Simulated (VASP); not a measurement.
MnO:

```
Mn O
1.0
     0.00000    2.22200    2.22200
     2.22200    0.00000    2.22200
     2.22200    2.22200    0.00000
Mn O
1 1
Cartesian
  0.0000 0.0000 0.0000
  2.2220 2.2220 2.2220
```

Base run:

- Program: VASP 6.6.1
- Functional: r2SCAN
- Potentials or basis: VASP PAW PBE potentials, release 64 (Mn_pv, O)
- Cutoff: 520 eV
- k mesh: 7 × 7 × 7
- Occupations: gaussian, width 0.05 eV
- Spin: collinear spin, zero start
- Starting moments: [0.0, 0.0] μB
- Hubbard terms: Mn d U = 6 eV

Its results: band gap on the k mesh none (metal or under the smearing width); pressure -27.0 GPa; net moment 1.00 μB per cell; site moments Mn +1.00; O +0.03 μB.

**Question.** The run is repeated on the same cell with these changes: hubbard terms from Mn d U = 6 eV to Mn d U = 5 eV. What comes out?

**Answer.** Band gap on the k mesh none (metal or under the smearing width); pressure -28.6 GPa; net moment 1.00 μB per cell; site moments Mn +1.00; O +0.03 μB.

Caveats: the PAW data sets were made with another functional, which shifts forces and pressure a little; a cell with one magnetic atom can't hold antiferromagnetic order, which such compounds often take; a pressure of tens of GPa on the cell as given is suspect, and the run, the potentials or the cell itself is likely at fault (some runs).
